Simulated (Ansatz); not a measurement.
A plane-wave DFT run in Ansatz 0.2.0 (scalar-relativistic PAW potentials unless the input names others): input and command.

```yaml
crystal:
  lattice:
    - [2.7025671467, 2.7025671467, 0.0]
    - [-2.7025671467, 2.7025671467, 0.0]
    - [0.0, 0.0, 5.5511549192]
  atoms:
    - { symbol: Zn, position: [0.0, 0.0, 0.0] }
    - { symbol: Zn, position: [0.5, 0.5, 0.5] }
    - { symbol: S, position: [0.5, 0.0, 0.75] }
    - { symbol: S, position: [0.0, 0.5, 0.25] }
basis:
  ecutwfc: 420
kpoints:
  mp_grid: { grid: [8, 8, 6] }
hamiltonian:
  xc: pbe
scf:
  occupations: { method: gaussian, width: 0.02 }
  max_iter: 2
output:
  forces: true
  eigenvalues: true
  stress: true
```

```bash
ansatz run input.yaml --threads 1 --pin off --max-ram 2560MiB --backend cpu --events-out ev --progress --plain --runs-dir out
```

Abridged log:
```
Basis set: ecut = 420 eV, 1579 PW (Γ), exchange–correlation on 54×54×80 points (8 copies of the dense FFT grid, shifted against one another)
Bands: 22, of which v1, the nominal top of the filled ones, is band 18 counted from 1 (17 counted from 0)
Symmetry: 16 space group operations
k-points: 60 of 384 (time reversal used)
SCF iter   1: F=—  HF=-8445.463175 eV  |F-HF|=—  |Δ(HF+E_count)|=         —  Δρ=7.58e-4  dr2=6.57e-4  ethr=1.77e-3  ⟨swp⟩=4.1  Hψ=13556  notcnv=0
SCF iter   2: F=—  HF=-8445.463017 eV  |F-HF|=—  |Δ(HF+E_count)|=   1.58e-4  Δρ=3.72e-4  dr2=1.24e-4  ethr=1.83e-6  ⟨swp⟩=2.1  Hψ=6315  notcnv=0
```

Task: What is wrong with this input?

Result: The fault is too few SCF iterations (scf.max_iter: not typed → 2, the first being the value of the sound run). Setting it back cures it. The log, from which this was withheld above, says: «Error: did not converge after 2 iterations: dr2 = 1.24e-4 (threshold 1.00e-7), under the density mixer `msr1`, which `scf.mixing.algorithm: auto` chose by the deck's other keys (type `scf.mixing.algorithm: msr1` to keep it); raise `scf.max_iter`, which need not help a stalled SCF, or adjust the mixing (`scf.mixing`) or, under a smearing, its width (`scf.occupations.width` …» The run stopped without converging. A reference run on usual settings, whose relaxation ended at this geometry, converged, and the end of its own relaxation has pressure -0.39 GPa, largest force 0.000 eV/Å, gap on the mesh 1.96 eV.

Time: 4.4 s on 1 thread of Intel(R) Xeon(R) Platinum 8488C (Sapphire Rapids), on a shared host, peak memory 0.38 GiB.